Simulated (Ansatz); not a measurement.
## Zn₁₇Se₁₅: course of a relaxation

All numbers below come from Ansatz 0.2.0, DFT PBE, scalar-relativistic, plane waves, PAW. (420 eV cutoff, 2×2×2 k-mesh, shifted by half a step, Gaussian smearing of 0.01 eV, no spin polarisation)

What was changed: Zn on a Se site (Wyckoff letter c), charge -2, atoms relaxed at the host's cell.

In a supercell of 32 atoms the defect feels its periodic images.

Spin polarisation was left out.

Command:

```bash
ansatz run input.yaml --threads 4 --pin off --max-ram 10240MiB --backend cpu --events-out ev --progress --plain --runs-dir out
```

Input:

```yaml
crystal:
  lattice:
    - [5.7317611754, -5.7317611754, -5.7317611754]
    - [-5.7317611754, -5.7317611754, 5.7317611754]
    - [-5.7317611754, 5.7317611754, -5.7317611754]
  atoms:
    - { symbol: Zn, position: [0.2672893817, 0.2504829236, 0.5341190592] }
    - { symbol: Zn, position: [0.2510672635, 0.5012925322, 0.2593619326] }
    - { symbol: Zn, position: [0.2474577731, 0.741356874, -0.0113124691] }
    - { symbol: Zn, position: [0.0346303546, 0.2522518119, 0.7685604325] }
    - { symbol: Zn, position: [0.2530548907, -0.0182832368, 0.7524911694] }
    - { symbol: Zn, position: [-0.0789519602, 0.4158860198, 0.419602681] }
    - { symbol: Zn, position: [-0.0021637904, 0.7587335369, 0.2555542852] }
    - { symbol: Zn, position: [0.7464583969, 0.2500825667, -0.0171972709] }
    - { symbol: Zn, position: [0.9997759683, 0.9987450507, 1.0080124997] }
    - { symbol: Zn, position: [0.7598622908, 0.5013462028, 0.7505514872] }
    - { symbol: Zn, position: [0.7560830137, 0.7587895435, 0.4973569341] }
    - { symbol: Zn, position: [0.483322322, 0.2500964596, 0.2459920774] }
    - { symbol: Zn, position: [0.757658814, 0.0827411582, 0.2537446113] }
    - { symbol: Zn, position: [0.5213387586, 0.5183308297, 0.0208285768] }
    - { symbol: Zn, position: [0.4891941822, 0.7414163047, 0.7469669065] }
    - { symbol: Zn, position: [0.5085621952, -0.0012143491, 0.499286058] }
    - { symbol: Zn, position: [0.0205239934, 0.2491960828, 0.5186965991] }
    - { symbol: Se, position: [-0.0061876801, 0.5013354373, 0.2368484652] }
    - { symbol: Se, position: [0.0045456003, 0.7500453258, 0.0039847378] }
    - { symbol: Se, position: [0.7642281767, 0.2501043451, 0.7412158032] }
    - { symbol: Se, position: [0.00834688, -0.0074175728, 0.7604127083] }
    - { symbol: Se, position: [0.7374195988, 0.5014252585, 0.4933318293] }
    - { symbol: Se, position: [0.7631630376, 0.7878708916, 0.2626532218] }
    - { symbol: Se, position: [0.5006041823, 0.2500522761, 8.15831e-05] }
    - { symbol: Se, position: [0.7425604115, -0.0011700988, -0.0144082093] }
    - { symbol: Se, position: [0.518438624, 0.5075828776, 0.7653131461] }
    - { symbol: Se, position: [0.5044777802, 0.7500427195, 0.504024012] }
    - { symbol: Se, position: [0.2416282776, 0.2500125722, 0.2636552134] }
    - { symbol: Se, position: [0.4860872507, -0.0012302006, 0.2420050384] }
    - { symbol: Se, position: [0.2658190781, 0.5075285328, 0.0179432137] }
    - { symbol: Se, position: [0.225278304, 0.7121471238, 0.7247879986] }
    - { symbol: Se, position: [0.2608946424, -0.0074549156, 0.5077422279] }
  host:
    lattice:
      - [0.0, 2.8658805877, 2.8658805877]
      - [2.8658805877, 0.0, 2.8658805877]
      - [2.8658805877, 2.8658805877, 0.0]
    atoms:
      - { symbol: Zn, position: [0.0, 0.0, 0.0] }
      - { symbol: Se, position: [0.75, 0.75, 0.75] }
total_charge: -2
basis:
  ecutwfc: 420
  xc_grid: 2
kpoints:
  mp_grid: { grid: [2, 2, 2], shift: [0.5, 0.5, 0.5] }
hamiltonian:
  xc: pbe
scf:
  occupations: { method: gaussian, width: 0.01 }
output:
  forces: true
  stress: false
  eigenvalues: true
  charged_corrections:
    defect_position: [0.0, 0.25, 0.5]
    epsilon: [[10.789, 0.0, 0.0], [0.0, 10.789, 0.0], [0.0, 0.0, 10.789]]
relax:
  adjacent_minimum: "off"
  f_tol: 0.025
  max_steps: 45
```

F is the free energy.

Steps:

| step | F − F(1) (eV) | largest force component (eV/Å) |
| --- | --- | --- |
| 1 | 0.0000 | 0.663 |
| 2 | -0.1258 | 0.405 |
| 3 | -0.1712 | 0.235 |
| 4 | -0.2143 | 0.083 |
| 5 | -0.2224 | 0.037 |
| 6 | -0.2241 | 0.010 |
| 7 | -0.2243 | 0.007 |
| 8 | -0.2245 | 0.008 |
| 9 | -0.2253 | 0.022 |
| 10 | -0.2231 | 0.147 |
| 11 | -0.2313 | 0.042 |
| 12 | -0.2359 | 0.090 |
| 13 | -0.2462 | 0.144 |
| 14 | -0.2484 | 0.149 |
| 15 | -0.2544 | 0.029 |
| 16 | -0.2544 | 0.029 |
| 17 | -0.2552 | 0.032 |
| 18 | -0.2557 | 0.034 |
| 19 | -0.2558 | 0.003 |
| 20 | -0.2558 | 0.003 |

Relaxed structure:

```cif
data_structure
_symmetry_space_group_name_H-M 'P 1'
_symmetry_Int_Tables_number 1
_cell_length_a 9.9277
_cell_length_b 9.9277
_cell_length_c 9.9277
_cell_angle_alpha 109.471
_cell_angle_beta 109.471
_cell_angle_gamma 109.471
_cell_volume 753.22
loop_
_atom_site_label
_atom_site_type_symbol
_atom_site_fract_x
_atom_site_fract_y
_atom_site_fract_z
_atom_site_occupancy
Zn1 Zn 0.22479 0.20214 0.47164 1
Zn2 Zn 0.25169 0.50330 0.26633 1
Zn3 Zn 0.25780 0.75523 0.00187 1
Zn4 Zn 0.02023 0.29806 0.77202 1
Zn5 Zn 0.24931 0.98700 0.74963 1
Zn6 Zn 0.91848 0.40886 0.45335 1
Zn7 Zn 0.99733 0.74486 0.25202 1
Zn8 Zn 0.74929 0.25140 0.99648 1
Zn9 Zn 0.00053 0.99478 0.98848 1
Zn10 Zn 0.74438 0.50537 0.75520 1
Zn11 Zn 0.76130 0.76235 0.49773 1
Zn12 Zn 0.49579 0.24872 0.24731 1
Zn13 Zn 0.79510 0.09166 0.25903 1
Zn14 Zn 0.51334 0.51309 0.01178 1
Zn15 Zn 0.48606 0.73775 0.74832 1
Zn16 Zn 0.51375 0.99680 0.49784 1
Zn17 Zn 0.03547 0.24998 0.53480 1
Se1 Se 0.99503 0.49483 0.25441 1
Se2 Se 0.00340 0.75007 0.00278 1
Se3 Se 0.74941 0.25635 0.75274 1
Se4 Se 0.00809 0.01059 0.74999 1
Se5 Se 0.73403 0.50624 0.50113 1
Se6 Se 0.76095 0.77362 0.25381 1
Se7 Se 0.49968 0.25002 0.99904 1
Se8 Se 0.74554 0.99385 0.97720 1
Se9 Se 0.49005 0.48951 0.74694 1
Se10 Se 0.50916 0.75004 0.50850 1
Se11 Se 0.24712 0.24380 0.24250 1
Se12 Se 0.51026 0.00527 0.24962 1
Se13 Se 0.27176 0.52156 0.03337 1
Se14 Se 0.23082 0.72643 0.73669 1
Se15 Se 0.26253 0.97858 0.49963 1
```

The run converged. It took 9.8 min on 4 threads of Intel(R) Xeon(R) Platinum 8259CL CPU @ 2.50GHz (Skylake/Cascade Lake), on a shared host, peak memory 3.8 GiB.